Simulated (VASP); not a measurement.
A run of VASP 6.6.1:

INCAR

```
ALGO     = Normal         # electronic algorithm
CSHIFT   = 0.1          
EDIFF    = 1E-7           # SCF threshold, eV
ENCUT    = 520            # plane-wave cutoff, eV
GGA      = PS             # functional
ISIF     = 2              # what is computed and relaxed
ISMEAR   = 0              # smearing method
LASPH    = T              # aspherical terms in the spheres
LCHARG   = F              # write CHGCAR
LOPTICS  = T              # frequency-dependent dielectric function
LREAL    = F              # projectors in reciprocal space
LWAVE    = F              # write WAVECAR
NBANDS   = 37             # bands
NEDOS    = 2000           # points of the DOS
NELM     = 80             # most SCF steps
PREC     = Accurate       # precision mode
SIGMA    = 0.02           # smearing width, eV
```

File KPOINTS:

```
k-points
0
Gamma
  8 8 5
```

The input POSCAR:

```
SnSe2
1.0
    3.8110000000      0.0000000000      0.0000000000
   -1.9055000000      3.3004228138      0.0000000000
    0.0000000000      0.0000000000      6.1360000000
Sn Se
1 2
Direct
    0.0000000000      0.0000000000      0.0000000000
    0.6666666667      0.3333333333      0.7510000000
    0.3333333333      0.6666666667      0.2490000000
```

Potentials or basis: VASP PAW PBE potentials, release 64 (Sn_d, Se).

Command:

```bash
$ cat potpaw_PBE.64/Sn_d/POTCAR potpaw_PBE.64/Se/POTCAR > POTCAR
$ mpirun -np 1 vasp_std > vasp.out
```

Hardware: 1 thread of Intel(R) Xeon(R) 6975P-C (Granite Rapids) (shared host).

Problem. How long does it take, and how much memory?

Solution. Wall time 52 s on 1 thread of Intel(R) Xeon(R) 6975P-C (Granite Rapids), with other jobs on the host, peak memory 0.32 GiB. Counts: scf iterations 14, k points 40.
